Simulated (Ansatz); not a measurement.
## A trial form of AlN

The calculation used DFT PBE, scalar-relativistic, plane waves, PAW (Ansatz 0.2.0). Cutoff 420 eV, Gaussian smearing, Γ-centred meshes. Cell and atoms relax first on a coarse mesh and then on a finer one. In between, the cell is made exact in the group found at 0.06 Å. In metals the finer mesh still leaves noise of several meV/atom or more. The steps can't lower the symmetry of their start. No spin polarisation in the relaxation; trial moments died out in a coarse test.

Recipe of this trial structure of AlN: 4-connected net, two elements spread over the vertices (I-4, No. 82). The dimensions are guesses.

```
Al N
1.0
    -2.55342    2.55342    2.54489
     2.55342   -2.55342    2.54489
     2.55342    2.55342   -2.54489
Al N
4 4
Direct
  0.37666 0.32988 0.24973
  0.08015 0.12693 0.75027
  0.67012 0.91985 0.04678
  0.87307 0.62334 0.95322
  0.07988 0.33015 0.45322
  0.87693 0.62666 0.54678
  0.37334 0.92012 0.25027
  0.66985 0.12307 0.74973
```

Energies over the elements count from the elements' standard structures at the same level (N₂ as a molecule), with no fitted energy shifts.

Task: What does it relax into?

Result: The symmetry goes from I-4 (No. 82) to I-42m (No. 121). The volume per atom grows by 24.6 %, from 8.3 to 10.3 Å³. The shortest distance goes from 1.81 Å (Al–N) to 1.95 Å (Al–N). The energy falls by about 1.4 eV/atom (the start's value is from the coarse mesh). The end is written in a standard setting, so origin, axes and order of atoms can differ from the start's. Conventional cell: a = 5.769 Å, c = 4.970 Å. Al has 4 N at 1.95–2.01 Å; N is surrounded by 4 Al at 1.95–2.01 Å, 1 N at 2.22 Å and 2 N at 2.51 Å.

```
Al N
1.0
    -2.88455    2.88455    2.48501
     2.88455   -2.88455    2.48501
     2.88455    2.88455   -2.48501
Al N
4 4
Cartesian
  1.1717 1.1717 1.4434
  1.7129 1.7129 -1.0416
  1.1717 -1.1717 3.5266
  -1.1717 1.1717 3.5266
  1.7728 0.0000 0.0000
  3.9963 0.0000 0.0000
  0.0000 1.7728 0.0000
  0.0000 3.9963 0.0000
```

Task: Give its energy and gap.

Result:

| Item | Value |
| --- | --- |
| Formation energy | −0.10 eV/atom |
| Gap on the 10×10×10 mesh of the 8-atom cell | 0 eV (a metal) |

The last run used Gaussian smearing of 0.10 eV. The zero gap may come from the functional, which often closes small gaps. Symmetry constrained the relaxation, so the result can be a saddle point. In all, the 3 runs took 2.8 min on 1 thread of Intel(R) Xeon(R) Processor @ 2.70GHz, on a shared host. Another cell of AlN relaxed alike, in P3m1, lies 1.26 eV/atom lower, so this cell isn't the stable form at this level.
